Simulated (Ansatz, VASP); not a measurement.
**Two plane-wave programs on SnO**

INCAR

```
SYSTEM = SnO
PREC = Accurate ; ENCUT = 520
EDIFF = 1E-6 ; ISMEAR = 0
SIGMA = 0.15 ; LREAL = .FALSE.
LASPH = .TRUE. ; NELM = 80
ALGO = Normal ; ISIF = 2
LWAVE = .FALSE. ; LCHARG = .FALSE.
NBANDS = 28
```

File KPOINTS:

```
Automatic mesh
0
G
  10 10 8
  0 0 0
```

POSCAR

```
SnO
1.0
    3.7657594054      0.0000000000      0.0000000000
    0.0000000000      3.7657594054      0.0000000000
    0.0000000000      0.0000000000      4.6562290729
Sn O
2 2
Direct
    0.0000000000      0.5000000000      0.2455950842
    0.5000000000      0.0000000000      0.7544049158
    0.0000000000      0.0000000000      0.0000000000
    0.5000000000      0.5000000000      0.0000000000
```

Input for Ansatz:

```yaml
crystal:
  lattice:
    - [3.7657594054, 0.0, 0.0]
    - [0.0, 3.7657594054, 0.0]
    - [0.0, 0.0, 4.6562290729]
  atoms:
    - { symbol: Sn, position: [0.0, 0.5, 0.2455950842] }
    - { symbol: Sn, position: [0.5, 0.0, 0.7544049158] }
    - { symbol: O, position: [0.0, 0.0, 0.0] }
    - { symbol: O, position: [0.5, 0.5, 0.0] }
basis:
  ecutwfc: 520.0
kpoints:
  mp_grid: { grid: [10, 10, 8] }
hamiltonian:
  xc: lda
  pseudopotentials: { kind: paw, azcp: { folder: soft_1 } }
scf:
  occupations: { method: gaussian, width: 0.15 }
output:
  forces: true
  stress: true
  eigenvalues: true
  write_density: true
  write_potential: true
  elf: true
  volumetric_format: npy
```

Alike in both runs: task single point; functional LDA; k mesh 10 × 10 × 8; occupations gaussian, width 0.15 eV; no spin polarisation.

```csv
,VASP,Ansatz
version,VASP 6.6.1,Ansatz 0.2.0
potentials or method,"VASP PAW LDA potentials, release 64 (Sn_d, O)","scalar-relativistic, plane waves, PAW"
plane-wave cutoff (eV),520,520
valence electrons in the cell,40,40
```

Ansatz gave:

```
gap on the k mesh at the Fermi level (eV) : none
pressure (GPa)                            : 0.0
rms of the force components (eV/Å)        : 0.002
```

Problem. Estimate VASP's values.

Solution. gap on the k mesh at the Fermi level (eV): none; pressure (GPa): 0.5; rms of the force components (eV/Å): 0.060.

Atom by atom the forces differ by 0.057 eV/Å (rms over components). A gap of «none» marks a metal or a gap that the smearing closes. Ansatz warned: «pseudo_functional_mismatch».
